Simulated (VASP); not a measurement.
Wanted: the native input for a VASP 6.6.1 run.

| Item | Value |
| --- | --- |
| Task | single point |
| Functional | PBE |
| Potentials or basis | VASP PAW PBE potentials, release 64 (Fe, O) |
| Cutoff | 520 eV |
| k mesh | 11 × 11 × 11 |
| Occupations | fermi-dirac, width 0.05 eV |
| Spin | collinear spin, ferromagnetic start |
| Starting moments | [3.0, 0.0] μB |
| Further INCAR settings | ALGO = Normal; EDIFF = 1e-07; NBANDS = 18 |

The structure of FeO (Wuestite) lies in POSCAR:

```
FeO
1.0
    1.5188209023      0.8768916568      2.5195772846
   -1.5188209023      0.8768916568      2.5195772846
    0.0000000000     -1.7537833136      2.5195772846
Fe O
1 1
Direct
    0.0034910000      0.0005930000      0.0019330000
    0.4817370000      0.5186330000      0.4814880000
```

The cell isn't the ideal one: atoms moved at random, drawn with an rms of 0.05 Å.

These files were run (other wordings do the same):

INCAR

```
ALGO = Normal ; EDIFF = 1E-7
ENCUT = 520 ; GGA = PE
ISIF = 2 ; ISMEAR = -1
ISPIN = 2 ; LASPH = True
LCHARG = True ; LELF = True
LMAXMIX = 4 ; LORBIT = 11
LREAL = False ; LVHAR = True
LWAVE = False ; MAGMOM = 3 0
NBANDS = 18 ; NELM = 100
PREC = Accurate ; SIGMA = 0.05
```

KPOINTS

```
k-points
0
Gamma
  11 11 11
```

Potentials or basis: VASP PAW PBE potentials, release 64 (Fe, O).

The run is started by

```bash
$ cat potpaw_PBE.64/Fe/POTCAR potpaw_PBE.64/O/POTCAR > POTCAR
$ mpirun -np 1 vasp_std > vasp.out
```

Results of the run:

```
Pressure                                              : -0.4 GPa
Largest force                                         : 0.290 eV/Å
Band gap on the k mesh                                : none (metal or under the smearing width)
Net moment                                            : 4.00 μB per cell
Site moments                                          : Fe +3.62; O +0.30 μB
Valence electrons inside the program's atomic spheres : Fe 6.73; O 4.99
```

Caveat: a cell with one magnetic atom can't hold antiferromagnetic order, which such compounds often take; semilocal functionals often make such compounds metallic where correlation or magnetic order opens a gap, which also shifts bond lengths.

It took 6.1 min on 1 thread of AMD EPYC 9R45 (Zen 5), on a shared host, peak memory 0.41 GiB.
